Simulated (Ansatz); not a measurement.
Level of theory: DFT PBE, scalar-relativistic, plane waves, PAW (Ansatz 0.2.0). Settings: cutoff 420 eV, Γ-centred meshes spaced at most about 0.3 Å⁻¹ (2π included), Gaussian smearing. No spin polarisation in the final relaxations.

Temperature and zero-point effects are left out. All come from trial cells, and lower structures may exist.

Question: Which of these relaxed structures of C is the lowest in energy?
1. Space group Cmce (No. 64), orthorhombic, a = 4.364 Å, b = 5.052 Å, c = 4.370 Å. C is surrounded by 4 C at 1.53–1.58 Å.
2. Space group P6_3/mcm (No. 193), hexagonal, a = 8.096 Å, c = 2.468 Å. Around C lie 3 C at 1.43–1.44 Å.

Answer: 1. It has space group Cmce (No. 64); the next, 2, with space group P6_3/mcm (No. 193), lies 137 meV/atom higher. Counting all near atoms (those within 1.25 times the shortest such distance or 1.15 times the sum of covalent radii), the lowest has C 4 and the next has C 3.

No dispersion correction is applied, so the spacing and binding between layers, chains or molecules are poorly described (P6_3/mcm), and this can change margins and order among such cells. Cells relaxed within their symmetry can be saddle points. The part of the Crystallography Open Database at hand lists C in space groups No. 58, 69, 71, 141, 166 and others; no cell shown has one of them. Some types were kept out of the candidates beforehand, so the set may lack a known form.
